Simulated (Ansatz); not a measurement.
**Ni3Ge under changes of volume**

One of the cells (11.000 Å³/atom); the others are scaled copies at fixed shape and fractional positions:

```
Ge Ni
1.0
     3.53033    0.00000    0.00000
     0.00000    3.53033    0.00000
     0.00000    0.00000    3.53033
Ge Ni
1 3
Direct
  0.00000 0.00000 0.00000
  0.50000 0.50000 0.00000
  0.00000 0.50000 0.50000
  0.50000 0.00000 0.50000
```

The cell comes from a database or a generator and needn't be the stable form of this composition.

| Property | Result |
| --- | --- |
| Program | Ansatz 0.2.0 |
| Functional | r2SCAN |
| Potentials or basis | Ansatz PAW |
| Cutoff | 500 eV (not typed: the program's choice for these potentials) |
| k mesh | 8 × 8 × 8 |
| Occupations | fermi-dirac, width 0.05 eV |
| Spin | collinear spin, ferromagnetic start |
| Starting moments | [0.0, 1.0, 1.0, 1.0] μB |

| volume (Å³/atom) | energy over the lowest point (meV/atom) | pressure (GPa) |
| --- | --- | --- |
| 10.340 | 32.06 | 16.0 |
| 10.560 | 14.14 | 10.2 |
| 10.780 | 3.73 | 5.1 |
| 11.000 | 0.00 | 0.5 |
| 11.220 | ? | ? |
| 11.440 | 9.80 | -7.3 |
| 11.660 | 22.05 | -10.5 |

Q: What does the run at 11.220 Å³/atom give?

A: Energy over the lowest point 2.26 meV/atom; pressure -3.6 GPa.

Worked out: A Birch-Murnaghan fit of order 3 (a polynomial in V^(-2/3)) to the other rows has its minimum at 11.02 Å³/atom with B0 = V·E''(V) = 214 GPa and B' = 4.8. It gives 2.25 meV/atom at 11.220 Å³/atom, against the run's 2.26, and -dE/dV = -3.6 GPa, against -3.6.

Energies are extrapolated to zero smearing.

Caveats: the magnetic or orbital state may not be the lowest; the PAW data sets come from PBE, with cores solved anew for the run's functional, which leaves a small shift of forces and pressure; the starting moments weren't kept.
